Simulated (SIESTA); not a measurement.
Crystal: MgO.

```xyz
2
Lattice="0.0000 2.0970 2.0970 2.0970 0.0000 2.0970 2.0970 2.0970 0.0000" Properties=species:S:1:pos:R:3 pbc="T T T"
Mg    0.0000    0.0000    0.0000
O     2.0970    2.0970    2.0970
```

The cell is a database's computed one.

Base run:

* Program: SIESTA 5.4.2
* Functional: PBE
* Potentials or basis: PseudoDojo 0.4 standard (PBE files)
* Basis: DZP (energy shift 0.002 Ry)
* Grid cutoff: 800 Ry
* Energy shift: 0.002 Ry
* k mesh: 11 × 11 × 11
* Occupations: fermi-dirac, width 0.05 eV
* Spin: no spin polarisation

Its results: band gap on the k mesh 4.74 eV, direct; pressure 9.4 GPa.

**Question.** The run is repeated on the same cell with these changes: basis from DZP (energy shift 0.002 Ry) to DZP (energy shift 0.003 Ry; two zetas on semicore shells); energy shift from 0.002 Ry to 0.003 Ry. What comes out?

**Answer.** Band gap on the k mesh 4.76 eV, direct; pressure 10.5 GPa.

Caveats: an odd mesh through Γ misses points on the zone boundary, where band edges often lie; the basis of atomic orbitals isn't converged, which shifts pressures, moduli and gaps; semicore shells carry a single zeta, which can move pressures by several GPa and volumes by a few percent (some runs); the basis holds too few empty states to meet the f-sum rule, so the spectrum is short of weight at high energy (some runs).

Not every run made on this cell is shown here.
